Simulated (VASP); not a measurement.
# LiF: forms and broadenings of the independent-particle spectrum

LiF, P6_3mc (no. 186), 4 atoms in the cell. PBE, independent-particle dielectric function; PAW potentials F, Li_sv (PBE set).

## Input

INCAR.step1:
```
PREC     = Accurate       # precision mode
ENCUT    = 580            # plane-wave cutoff, eV
ISMEAR   = 0              # smearing method
SIGMA    = 0.02           # smearing width, eV
EDIFF    = 1E-8           # SCF threshold, eV
LASPH    = True           # aspherical terms in the spheres
KPAR     = 4            
LWAVE    = False          # write WAVECAR
LCHARG   = False          # write CHGCAR
LEPSILON = True           # dielectric tensor by DFPT
```

INCAR.step2, as INCAR.step1 but for:
```
- LWAVE = False
- LEPSILON = True
+ LWAVE = True
+ NBANDS = 58
```

INCAR.step3, as INCAR.step2 but for:
```
- EDIFF = 1E-8
- LWAVE = True
+ EDIFF = 1E-7
+ LWAVE = False
+ LOPTICS = True
+ NEDOS = 2000
+ CSHIFT = 0.1
+ ALGO = None
+ NELM = 1
+ ISTART = 1
```

INCAR.step4, as INCAR.step3 but for:
```
+ LNABLA = True
```

INCAR.step5, as INCAR.step4 but for:
```
- LNABLA = True
+ LPEAD = True
+ IPEAD = 1
```

INCAR.step6, as INCAR.step5 but for:
```
- IPEAD = 1
+ IPEAD = 3
```

INCAR.step7 changes the same tag again: IPEAD = 4.

INCAR.step8, as INCAR.step7 but for:
```
- CSHIFT = 0.1
- LPEAD = True
- IPEAD = 4
+ CSHIFT = 0.05
```

INCAR.step9, as INCAR.step8 but for:
```
- CSHIFT = 0.05
+ CSHIFT = 0.03
```

INCAR.step10 changes the same tag again: CSHIFT = 0.5.

INCAR.step11, as INCAR.step10 but for:
```
- ISMEAR = 0
- CSHIFT = 0.5
+ ISMEAR = -5
+ CSHIFT = 0.1
```

INCAR.step12, as INCAR.step11 but for:
```
- ISMEAR = -5
- SIGMA = 0.02
+ ISMEAR = 0
+ SIGMA = 0.2
```

INCAR.step13, as INCAR.step12 but for:
```
- SIGMA = 0.2
+ SIGMA = 0.02
+ OMEGAMAX = 12
```

INCAR.step14, as INCAR.step13 but for:
```
- OMEGAMAX = 12
+ OMEGAMAX = 60
```

KPOINTS:
```
k-points
0
Gamma
  8 8 6
```

POSCAR:
```
LiF
1.0
    3.0609398175      0.0000000000      0.0000000000
   -1.5304699087      2.6508516414      0.0000000000
    0.0000000000      0.0000000000      4.8073245700
F Li
2 2
Direct
    0.6666666667      0.3333333333      0.4938437400
    0.3333333333      0.6666666667      0.9938437400
    0.6666666667      0.3333333333      0.8811542600
    0.3333333333      0.6666666667      0.3811542600
```

Commands (each step's output is kept before the next begins):
```
cat potpaw_PBE.64/F/POTCAR potpaw_PBE.64/Li_sv/POTCAR > POTCAR
cp INCAR.step1 INCAR
mpirun -np 4 vasp_std > vasp.out
rm WAVECAR CHG
cp INCAR.step2 INCAR
mpirun -np 4 vasp_std > vasp.out
cp INCAR.step3 INCAR
mpirun -np 4 vasp_std > vasp.out
cp INCAR.step4 INCAR
mpirun -np 4 vasp_std > vasp.out
cp INCAR.step5 INCAR
mpirun -np 4 vasp_std > vasp.out
cp INCAR.step6 INCAR
mpirun -np 4 vasp_std > vasp.out
cp INCAR.step7 INCAR
mpirun -np 4 vasp_std > vasp.out
cp INCAR.step8 INCAR
mpirun -np 4 vasp_std > vasp.out
cp INCAR.step9 INCAR
mpirun -np 4 vasp_std > vasp.out
cp INCAR.step10 INCAR
mpirun -np 4 vasp_std > vasp.out
cp INCAR.step11 INCAR
mpirun -np 4 vasp_std > vasp.out
cp INCAR.step12 INCAR
mpirun -np 4 vasp_std > vasp.out
cp INCAR.step13 INCAR
mpirun -np 4 vasp_std > vasp.out
cp INCAR.step14 INCAR
mpirun -np 4 vasp_std > vasp.out
```

## Result

- Direct gap on the mesh (eV): 7.91
- Gap on the mesh (eV): 7.91
- Bands: 58

One ground state, settings moved in the last step alone:

| Settings | ε at zero frequency | Mean energy of the absorption, weighted by Im ε (eV) | Time (s) |
|---|---|---|---|
| longitudinal form, CSHIFT 0.1 | 1.90 | 14.41 | 5 |
| transversal form (LNABLA) | 1.80 | 14.27 | 5 |
| finite differences (LPEAD), order 1 | 1.88 | 14.44 | 9 |
| finite differences (LPEAD), order 3 | 1.90 | 14.41 | 18 |
| finite differences (LPEAD), order 4 | 1.90 | 14.41 | 23 |
| CSHIFT 0.05 | 1.90 | 14.42 | 5 |
| CSHIFT 0.03 | 1.90 | 14.42 | 5 |
| CSHIFT 0.5 | 1.90 | 14.24 | 5 |
| tetrahedron method | 1.90 | 14.43 | 6 |
| SIGMA 0.2 | 1.90 | 14.41 | 6 |
| OMEGAMAX 12, which cuts the spectrum short | 1.24 | – | 5 |
| OMEGAMAX 60 | 1.88 | 14.42 | 5 |

The mean energy covers the spectrum up to 20 eV.

On the same mesh, density-functional perturbation theory with local fields gives ε = 1.89.

Limits: The 8×8×6 mesh is coarse for a spectrum: peaks stand apart that a denser mesh merges.

VASP 6.6.1 took 407 s on 4 cores (AMD EPYC 7R43 (Zen 3)), a shared host.
